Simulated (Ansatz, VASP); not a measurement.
**One calculation of Ti, two programs**

```xyz
1
Lattice="-1.6052 1.6052 1.6052 1.6052 -1.6052 1.6052 1.6052 1.6052 -1.6052" Properties=species:S:1:pos:R:3 pbc="T T T"
Ti    0.0000    0.0000    0.0000
```

Alike in both runs: functional PBEsol; k mesh 8 × 8 × 8; occupations gaussian, width 0.1 eV; no spin polarisation.

Ansatz relaxed the structure, and its values are those at the end. VASP's run is a single point on that final structure, the one shown.

|  | VASP | Ansatz |
| --- | --- | --- |
| version | VASP 6.6.1 | Ansatz 0.2.0 |
| potentials or method | VASP PAW PBE potentials, release 64 (Ti_sv) | scalar-relativistic, plane waves, PAW |
| plane-wave cutoff (eV) | 520 | 420 |
| valence electrons in the cell | 12 | 12 |

VASP gave:

* gap on the k mesh at the Fermi level (eV): none
* pressure (GPa): -0.3

Problem. What did Ansatz give for the same quantities?

Solution. gap on the k mesh at the Fermi level (eV): none; pressure (GPa): 0.0.

A gap of «none» marks a metal or a gap that the smearing closes.

Caveats: the PAW data sets were made with another functional, which shifts forces and pressure a little (VASP).
